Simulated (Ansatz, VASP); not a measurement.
Al: VASP beside Ansatz

The input INCAR:

```
SYSTEM = Al
  PREC = Accurate
  ENCUT = 520
  EDIFF = 1E-8
  ISMEAR = -1
  SIGMA = 0.05
  LREAL = .FALSE.
  LASPH = .TRUE.
  NELM = 60
  ALGO = Normal
  ISIF = 2
  LWAVE = .FALSE.
  LCHARG = .FALSE.
  GGA = PE
  LEFG = .TRUE.
  NBANDS = 8
```

The input KPOINTS:

```
regular mesh
0
G
  14 14 14
  0 0 0
```

Contents of POSCAR:

```
Al
1.0
    0.0000000000      2.0373842317      2.0373842317
    2.0373842317      0.0000000000      2.0373842317
    2.0373842317      2.0373842317      0.0000000000
Al
1
Direct
    0.0000000000      0.0000000000      0.0000000000
```

Input for Ansatz:

```yaml
crystal:
  lattice:
    - [0.0, 2.0373842317, 2.0373842317]
    - [2.0373842317, 0.0, 2.0373842317]
    - [2.0373842317, 2.0373842317, 0.0]
  atoms:
    - { symbol: Al, position: [0.0, 0.0, 0.0] }
kpoints:
  mp_grid: { grid: [14, 14, 14] }
scf:
  occupations: { method: fermi_dirac, width: 0.05 }
hamiltonian:
  xc: pbe
  pseudopotentials: { kind: paw }
output:
  forces: true
  stress: true
  eigenvalues: true
  efg: { contact_densities: true }
  write_density: true
  write_potential: true
  elf: true
  volumetric_format: npy
```

Change from the starting cell: volume scaled by 1.02, PAW files.

Alike in both runs: task electric field gradients; functional PBE; k mesh 14 × 14 × 14; occupations fermi-dirac, width 0.05 eV; no spin polarisation.

|  | VASP | Ansatz |
| --- | --- | --- |
| version | VASP 6.6.1 | Ansatz 0.2.0 |
| potentials or method | VASP PAW PBE potentials, release 64 (Al) | PAW with Ansatz's default frozen-core files, scalar-relativistic |
| plane-wave cutoff (eV) | 520 | 420 |
| valence electrons in the cell | 3 | 3 |

VASP gave:

| Item | Value |
| --- | --- |
| pressure (GPa) | -2.1 |
| Vzz of the field gradient on the site that differs most (V/Å²) | 0.0 |

Q: Estimate Ansatz's values.

A: Pressure (GPa): -2.0; Vzz of the field gradient on the site that differs most (V/Å²): 0.0.

With one functional, cell and mesh, what is left measures potentials, basis and numerics.
